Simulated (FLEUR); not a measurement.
# In (Im-3m) in FLEUR: further runs

The runs below take In through band structure, equation of state, with Wu-Cohen GGA, PBEsol.

Program: FLEUR MaX-R8.1 (later development tree). These are calculated values, not measurements. Logs are shortened: lines on timing, memory, paths and dates and some standing lists are left out, and cuts for length are marked.

**1. Starting point**

The structure is cubic, space group Im-3m (No. 229). The conventional cell has a = 3.765 Å, b = 3.765 Å, c = 3.765 Å, α = 90.00°, β = 90.00°, γ = 90.00°. In (site symmetry m-3m) is surrounded by 8 In at 3.26 Å.

This isn't the form of In at room conditions, which is tetragonal.

**2. Band structure, Wu-Cohen GGA, collinear spin, ferromagnetic start (volume scaled by 1.25)**

inp.xml reads:

```xml
<?xml version="1.0" encoding="UTF-8" standalone="no"?>
<fleurInput fleurInputVersion="0.39">
   <comment>
      In                                                                                                  
   </comment>
   <calculationSetup>
      <cutoffs Kmax="3.8" Gmax="11.8" GmaxXC="11.8" numbands="0"/>
      <scfLoop itmax="60" minDistance="0.00001" maxIterBroyd="15" imix="Anderson" alpha="0.05" precondParam="0.0" spinf="2.0" sdNocoIR="T"/>
      <coreElectrons ctail="T" frcor="F" kcrel="0" coretail_lmax="0"/>
      <xcFunctional name="wc" relativisticCorrections="F"/>
      <magnetism jspins="2"/>
      <soc l_soc="F" theta="0.0" phi="0.0" spav="F"/>
      <expertModes spex="0" secvar="F"/>
      <geometryOptimization l_f="F" forcealpha="1.0" forcemix="BFGS" epsdisp="0.00001" epsforce="0.00001"/>
      <ldaU l_linMix="F" mixParam="0.05" spinf="1.0"/>
   </calculationSetup>
   <cell>
      <bzIntegration valenceElectrons="21.0" mode="hist" fermiSmearingEnergy="0.00183747">
         <kPointListSelection listName="default-1"/>
         <!-- k-points included here -->
         <xi:include xmlns:xi="http://www.w3.org/2001/XInclude" href="kpts.xml"> </xi:include>
      </bzIntegration>
      <!-- symmetry operations included here -->
      <xi:include xmlns:xi="http://www.w3.org/2001/XInclude" href="sym.xml"> </xi:include>
      <bulkLattice scale="1.0">
         <bravaisMatrix>
            <row-1>   -3.8321545206225158     3.8321545206225158     3.8321545206225158</row-1>
            <row-2>    3.8321545206225158    -3.8321545206225158     3.8321545206225158</row-2>
            <row-3>    3.8321545206225158     3.8321545206225158    -3.8321545206225158</row-3>
         </bravaisMatrix>
      </bulkLattice>
   </cell>
   <atomSpecies>
      <species name="Indium (In.500" element="In" atomicNumber="49">
         <mtSphere radius="2.66" gridPoints="879" logIncrement="0.015"/>
         <atomicCutoffs lmax="11" lnonsphr="8"/>
         <electronConfig flipSpins="F">
            <coreConfig>(1s1/2) (2s1/2) (2p1/2) (2p3/2) (3s1/2) (3p1/2) (3p3/2) (3d3/2) (3d5/2)</coreConfig>
            <valenceConfig>(4s1/2) (4p1/2) (4p3/2) (5s1/2) (4d3/2) (4d5/2) (5p1/2) (5p3/2)</valenceConfig>
            <stateOccupation state="(5p1/2)" spinUp="0.1666666666667" spinDown="0.1666666666667"/>
            <stateOccupation state="(5p3/2)" spinUp="0.5833333333333" spinDown="0.0833333333333"/>
         </electronConfig>
         <energyParameters s="5" p="5" d="4" f="4"/>
         <lo type="SCLO" l="0" n="4" eDeriv="0"/>
         <lo type="SCLO" l="1" n="4" eDeriv="0"/>
         <lo type="SCLO" l="1" n="4" eDeriv="1"/>
         <lo type="SCLO" l="2" n="4" eDeriv="2"/>
         <lo type="SCLO" l="3" n="4" eDeriv="2"/>
      </species>
   </atomSpecies>
   <atomGroups>
      <atomGroup species="Indium (In.500">
         <relPos label="                   1">.0000000000 .0000000000 .0000000000</relPos>
         <force calculate="T" relaxXYZ="TTT"/>
      </atomGroup>
   </atomGroups>
   <output dos="F" band="F" slice="F">
      <checks vchk="F" cdinf="F"/>
      <bandDOS minEnergy="-.5*Htr" maxEnergy="0.5*Htr" sigma="0.015" storeEVData="T"/>
      <vacuumDOS vacdos="F" integ="F" star="F" nstars="0" locx1="0.0" locy1="0.0" locx2="0.0" locy2="0.0" nstm="0" tworkf="0.0"/>
      <unfoldingBand unfoldBand="F" supercellX="1" supercellY="1" supercellZ="1"/>
      <plotting iplot="0" polar="F">
         <plot TwoD="T" vec1="  1.0  0.0  0.0" vec2="  0.0  1.0  0.0" vec3="  0.0  0.0  1.0" zero="  0.0  0.0  0.0" file="plot"/>
      </plotting>
      <chargeDensitySlicing numkpt="0" minEigenval="0.0" maxEigenval="0.0" nnne="0" pallst="F"/>
      <specialOutput eonly="F"/>
      <moessbauerParams electricFieldGradient="T" isomerShift="T" coreHyperfine="T" valenceHyperfine="T"/>
      <magneticCircularDichroism mcd="F" energyLo="-10.0" energyUp="0.0"/>
   </output>
  <!-- We include the file relax.xml here to enable relaxations (see documentation) -->
  <xi:include xmlns:xi="http://www.w3.org/2001/XInclude" href="relax.xml"> <xi:fallback/> </xi:include>
</fleurInput>
```

crystal.txt reads:

```
In
&input cartesian=F /
-2.0278888410  2.0278888410  2.0278888410
2.0278888410  -2.0278888410  2.0278888410
2.0278888410  2.0278888410  -2.0278888410
1.8897261246
1.0 1.0 1.0

1
49 0.0000000000  0.0000000000  0.0000000000 : 0.500

&kpt div1=10 div2=10 div3=10 gamma=T /
```

inp.xml (bands) reads:

```
<?xml version="1.0" encoding="UTF-8" standalone="no"?>
<fleurInput fleurInputVersion="0.39">
   <comment>
      In                                                                                                  
   </comment>
   <calculationSetup>
      <cutoffs Kmax="3.8" Gmax="11.8" GmaxXC="11.8" numbands="0"/>
      <scfLoop itmax="60" minDistance="0.00001" maxIterBroyd="15" imix="Anderson" alpha="0.05" precondParam="0.0" spinf="2.0" sdNocoIR="T"/>
      <coreElectrons ctail="T" frcor="F" kcrel="0" coretail_lmax="0"/>
      <xcFunctional name="wc" relativisticCorrections="F"/>
      <magnetism jspins="2"/>
      <soc l_soc="F" theta="0.0" phi="0.0" spav="F"/>
      <expertModes spex="0" secvar="F"/>
      <geometryOptimization l_f="F" forcealpha="1.0" forcemix="BFGS" epsdisp="0.00001" epsforce="0.00001"/>
      <ldaU l_linMix="F" mixParam="0.05" spinf="1.0"/>
   </calculationSetup>
   <cell>
      <bzIntegration valenceElectrons="21.0" mode="hist" fermiSmearingEnergy="0.00183747">
         <kPointListSelection listName="path-1"/>
         <!-- k-points included here -->
         <xi:include xmlns:xi="http://www.w3.org/2001/XInclude" href="kpts.xml"> </xi:include>
      </bzIntegration>
      <!-- symmetry operations included here -->
      <xi:include xmlns:xi="http://www.w3.org/2001/XInclude" href="sym.xml"> </xi:include>
      <bulkLattice scale="1.0">
         <bravaisMatrix>
            <row-1>   -3.8321545206225158     3.8321545206225158     3.8321545206225158</row-1>
            <row-2>    3.8321545206225158    -3.8321545206225158     3.8321545206225158</row-2>
            <row-3>    3.8321545206225158     3.8321545206225158    -3.8321545206225158</row-3>
         </bravaisMatrix>
      </bulkLattice>
   </cell>
   <atomSpecies>
      <species name="Indium (In.500" element="In" atomicNumber="49">
         <mtSphere radius="2.66" gridPoints="879" logIncrement="0.015"/>
         <atomicCutoffs lmax="11" lnonsphr="8"/>
         <electronConfig flipSpins="F">
            <coreConfig>(1s1/2) (2s1/2) (2p1/2) (2p3/2) (3s1/2) (3p1/2) (3p3/2) (3d3/2) (3d5/2)</coreConfig>
            <valenceConfig>(4s1/2) (4p1/2) (4p3/2) (5s1/2) (4d3/2) (4d5/2) (5p1/2) (5p3/2)</valenceConfig>
            <stateOccupation state="(5p1/2)" spinUp="0.1666666666667" spinDown="0.1666666666667"/>
            <stateOccupation state="(5p3/2)" spinUp="0.5833333333333" spinDown="0.0833333333333"/>
         </electronConfig>
         <energyParameters s="5" p="5" d="4" f="4"/>
         <lo type="SCLO" l="0" n="4" eDeriv="0"/>
         <lo type="SCLO" l="1" n="4" eDeriv="0"/>
         <lo type="SCLO" l="1" n="4" eDeriv="1"/>
         <lo type="SCLO" l="2" n="4" eDeriv="2"/>
         <lo type="SCLO" l="3" n="4" eDeriv="2"/>
      </species>
   </atomSpecies>
   <atomGroups>
      <atomGroup species="Indium (In.500">
         <relPos label="                   1">.0000000000 .0000000000 .0000000000</relPos>
         <force calculate="T" relaxXYZ="TTT"/>
      </atomGroup>
   </atomGroups>
   <output dos="F" band="T" slice="F">
      <checks vchk="F" cdinf="F"/>
      <bandDOS minEnergy="-.5*Htr" maxEnergy="0.5*Htr" sigma="0.015" storeEVData="T"/>
      <vacuumDOS vacdos="F" integ="F" star="F" nstars="0" locx1="0.0" locy1="0.0" locx2="0.0" locy2="0.0" nstm="0" tworkf="0.0"/>
      <unfoldingBand unfoldBand="F" supercellX="1" supercellY="1" supercellZ="1"/>
      <plotting iplot="0" polar="F">
         <plot TwoD="T" vec1="  1.0  0.0  0.0" vec2="  0.0  1.0  0.0" vec3="  0.0  0.0  1.0" zero="  0.0  0.0  0.0" file="plot"/>
      </plotting>
      <chargeDensitySlicing numkpt="0" minEigenval="0.0" maxEigenval="0.0" nnne="0" pallst="F"/>
      <specialOutput eonly="F"/>
      <moessbauerParams electricFieldGradient="T" isomerShift="T" coreHyperfine="T" valenceHyperfine="T"/>
      <magneticCircularDichroism mcd="F" energyLo="-10.0" energyUp="0.0"/>
   </output>
  <!-- We include the file relax.xml here to enable relaxations (see documentation) -->
  <xi:include xmlns:xi="http://www.w3.org/2001/XInclude" href="relax.xml"> <xi:fallback/> </xi:include>
</fleurInput>
```

Potentials or basis: all-electron, FLAPW.

Launch:

```console
inpgen -f crystal.txt -profile fastHighL
# inp.xml edited to the form shown
fleur_MPI
fleur_MPI   # second run, on inp.xml (bands)
```

The program printed:

```text
Welcome to FLEUR        (www.flapw.de)
      MaX-Release 8.1          (www.max-centre.eu)

 ========== k-point set info ==========
 Selected k-point list: default-1
 k-point list type: mesh
 10 x 10 x 10
 Number of k points: 47

 ------------Calculation Setup---------------------------
 Number of MPI-tasks      :            1
 Number of PE/node        :            1
 Number of OMP-threads    :            1
 Most efficient MPI parallelization for:
           1          47
 Additional eigenvalue parallelization possible
 Number of basis functions:          271
 Approximate size of matrices (H+S) per k-point:         0.001 GB
 --------------------------------------------------------
 Iteration:     1   Distance:       3.08175772 me/bohr^3
 Iteration:     2   Distance:       2.86168753 me/bohr^3
 Iteration:     3   Distance:       1.34828631 me/bohr^3
 Iteration:     4   Distance:       0.40601922 me/bohr^3
 Iteration:     5   Distance:       0.29508148 me/bohr^3
 Iteration:     6   Distance:       0.14571641 me/bohr^3
 Iteration:     7   Distance:       0.09181979 me/bohr^3
 Iteration:     8   Distance:       0.01367727 me/bohr^3
 Iteration:     9   Distance:       0.01212125 me/bohr^3
 Iteration:    10   Distance:       0.00049063 me/bohr^3
 Iteration:    11   Distance:       0.00042768 me/bohr^3
 Iteration:    12   Distance:       0.00004853 me/bohr^3
 Iteration:    13   Distance:       0.00000359 me/bohr^3

 ********************************************************************
 Run finished successfully
 Stop message:
   all done
 ********************************************************************
```

output (bands):

```text
Welcome to FLEUR        (www.flapw.de)
      MaX-Release 8.1          (www.max-centre.eu)

 ========== k-point set info ==========
 Selected k-point list: path-1
 k-point list type: path
 Number of k points: 60

 ------------Calculation Setup---------------------------
 Number of MPI-tasks      :            1
 Number of PE/node        :            1
 Number of OMP-threads    :            1
 Most efficient MPI parallelization for:
           1           2           3           4           5           6          10          12          15          20          30          60
 Additional eigenvalue parallelization possible
 Number of basis functions:          271
 Approximate size of matrices (H+S) per k-point:         0.001 GB
 --------------------------------------------------------
 Fermi energy correction for metals:
 Fermi energy in bands.* files may not be consistent with last density.
 Please correct it manually (e.g. in band.gnu file).

 Note: Band structure data (together with different weights) is also stored in the banddos.hdf file.
       A convenient way of extracting and plotting the data from that file is by making use of the

 ********************************************************************
 Run finished successfully
 Stop message:
   Charge density postprocessing done.
 ********************************************************************
```

out.xml (last iteration):

```text
<iteration numberForCurrentRun="   13" overallNumber="   13">
         <energyParameters units="Htr">
            <atomicEP atomType="1" spin="1" branch="5s" branchLowest="-4.08" branchHighest="0.74" value="-0.0243169555"/>
            <atomicEP atomType="1" spin="1" branch="5p" branchLowest="-2.55" branchHighest="1.34" value="0.1737536678"/>
            <atomicEP atomType="1" spin="1" branch="4d" branchLowest="-15.58" branchHighest="-0.32" value="-0.3583053827"/>
            <atomicEP atomType="1" spin="1" branch="4f" branchLowest="-9.99" branchHighest="1.81" value="0.5144527923"/>
            <loAtomicEP atomType="1" spin="1" branch="4s" branchLowest="-28.63" branchHighest="-4.08" value="-4.0788086327"/>
            <loAtomicEP atomType="1" spin="1" branch="4p" branchLowest="-23.52" branchHighest="-2.55" value="-2.5606664680"/>
            <loAtomicEP atomType="1" spin="1" branch="4p" branchLowest="-23.52" branchHighest="-2.55" value="-2.5606664680"/>
            <loAtomicEP atomType="1" spin="1" branch="4d" branchLowest="-15.58" branchHighest="-0.32" value="-0.3688287197"/>
            <loAtomicEP atomType="1" spin="1" branch="4f" branchLowest="-9.99" branchHighest="1.81" value="0.5144550845"/>
            <atomicEP atomType="1" spin="2" branch="5s" branchLowest="-4.08" branchHighest="0.74" value="-0.0243169786"/>
            <atomicEP atomType="1" spin="2" branch="5p" branchLowest="-2.55" branchHighest="1.34" value="0.1737536410"/>
            <atomicEP atomType="1" spin="2" branch="4d" branchLowest="-15.58" branchHighest="-0.32" value="-0.3583053855"/>
            <atomicEP atomType="1" spin="2" branch="4f" branchLowest="-9.99" branchHighest="1.81" value="0.5144527635"/>
            <loAtomicEP atomType="1" spin="2" branch="4s" branchLowest="-28.63" branchHighest="-4.08" value="-4.0788086325"/>
            <loAtomicEP atomType="1" spin="2" branch="4p" branchLowest="-23.52" branchHighest="-2.55" value="-2.5606664679"/>
            <loAtomicEP atomType="1" spin="2" branch="4p" branchLowest="-23.52" branchHighest="-2.55" value="-2.5606664679"/>
            <loAtomicEP atomType="1" spin="2" branch="4d" branchLowest="-15.58" branchHighest="-0.32" value="-0.3688287224"/>
            <loAtomicEP atomType="1" spin="2" branch="4f" branchLowest="-9.99" branchHighest="1.81" value="0.5144550557"/>
         </energyParameters>
         <eigenvalues>
            <eigenvaluesAt spin="1" ikpt="1" k_x="0.00000000" k_y="0.00000000" k_z="0.00000000">
                      -4.0788108830       -2.5533821052       -2.5533821052       -2.5533821052       -0.3736569735
                      -0.3736569735       -0.3736569735       -0.3682254154       -0.3682254154       -0.1406307876
                       0.4743181570        0.4743181570        0.4743181570        0.6046561276        0.6046561276
                       0.6046561276        0.6334620602
            </eigenvaluesAt>
[... 68 lines left out ...]
         <moessbauerParams unitsHFF="kG" unitsIS="e/bohr^3" unitsEFG="Htr/bohr^2">
            <coreIsomerShift atomType="1" isTotal="176845.90955">
               <shell n="1" l="0" isomerShift="154871.96108"/>
               <shell n="2" l="0" isomerShift="18008.49308"/>
               <shell n="2" l="1" isomerShift="414.31546"/>
               <shell n="3" l="0" isomerShift="3465.24298"/>
               <shell n="3" l="1" isomerShift="85.89694"/>
               <shell n="3" l="2" isomerShift="0.00001"/>
            </coreIsomerShift>
            <isomerShift atomType="1" nucleusRadius="0.0001148" averageDensity="177588.48430"/>
            <electricFieldGradient atomType="1" VXX="0.00000" VYY="0.00000" VZZ="0.00000" asymParam="0.00000">
            </electricFieldGradient>
         </moessbauerParams>
         <totalEnergy                                    value="    -5882.5364683138" units="Htr">
            <sumOfEigenvalues                            value="    -3544.6754178081">
               <coreElectrons value="-3517.5844404567"/>
               <valenceElectrons value="-27.0909773514"/>
            </sumOfEigenvalues>
            <densityCoulombPotentialIntegral value="-9516.2002970786"/>
            <densityEffectivePotentialIntegral value="-9724.7556708005"/>
            <chargeDenXCDenIntegral value="-159.2517216918"/>
            <FockExchangeEnergyValence value="0.0000000000"/>
            <FockExchangeEnergyCore value="0.0000000000"/>
            <atomTypeDependentContributions atomType="1">
               <electronNucleiInteractionDifferentMTs value="7125.9673046678"/>
               <MadelungTerm value="-19.2975464072"/>
            </atomTypeDependentContributions>
            <tkbTimesEntropy value="0.0001649830"/>
            <freeEnergy value="-5882.5366332968"/>
            <extrapolationTo0K value="-5882.5365508053"/>
         </totalEnergy>
         <densityConvergence units="me/bohr^3">
            <chargeDensity spin="1" distance="0.0000022748"/>
            <chargeDensity spin="2" distance="0.0000025401"/>
            <overallChargeDensity distance="0.0000032222"/>
            <spinDensity distance="0.0000035877"/>
         </densityConvergence>
      </iteration>
```

Wall time 24 s (1 thread of Arm Neoverse V2, shared host); peak memory 0.13 GiB.

Results:

| Property | Result |
| --- | --- |
| Free energy | -160071.9764 eV |
| Band gap along the path | none (metal or under the smearing width) |
| Net moment | 0.00 μB per cell |
| Valence electrons inside the program's atomic spheres | In 19.31 (radii In 2.66 bohr) |

Levels at the corners of the path, in eV from the Fermi level:
Spin up:
```csv
point,band 6,band 7,band 8,band 9,band 10,band 11,band 12,band 13,band 14,band 15
Γ,-14.32,-14.32,-14.17,-14.17,-7.98,8.76,8.76,8.76,12.30,12.30
H,-14.36,-14.10,-14.10,-14.10,-0.47,1.33,1.33,1.33,5.04,5.04
N,-14.32,-14.18,-14.17,-14.08,-3.85,-2.19,4.95,6.46,8.60,9.03
Γ,-14.32,-14.32,-14.17,-14.17,-7.98,8.76,8.76,8.76,12.30,12.30
P,-14.26,-14.26,-14.17,-14.17,-2.75,0.45,0.45,0.45,17.35,17.35
H,-14.36,-14.10,-14.10,-14.10,-0.47,1.33,1.33,1.33,5.04,5.04
P,-14.26,-14.26,-14.17,-14.17,-2.75,0.45,0.45,0.45,17.35,17.35
N,-14.32,-14.18,-14.17,-14.08,-3.85,-2.19,4.95,6.46,8.60,9.03
```
Spin down:
```tsv
point	band 8	band 9	band 10	band 11	band 12	band 13
Γ	-14.17	-14.17	-7.98	8.76	8.76	8.76
H	-14.10	-14.10	-0.47	1.33	1.33	1.33
N	-14.17	-14.08	-3.85	-2.19	4.95	6.46
Γ	-14.17	-14.17	-7.98	8.76	8.76	8.76
P	-14.17	-14.17	-2.75	0.45	0.45	0.45
H	-14.10	-14.10	-0.47	1.33	1.33	1.33
P	-14.17	-14.17	-2.75	0.45	0.45	0.45
N	-14.17	-14.08	-3.85	-2.19	4.95	6.46
```

Core levels (eV from the Fermi level):
| atom | levels |
| --- | --- |
| 1 In | 1s1/2 -27729.1, 2s1/2 -4147.1, 2p1/2 -3867.9, 2p3/2 -3657.0, 3s1/2 -783.3, 3p1/2 -670.6, 3p3/2 -632.5, 3d3/2 -432.8, 3d5/2 -424.9 |

Caveat: spin-orbit coupling is left out, which moves the levels of the heavy elements.

[end of part 1 of 2]
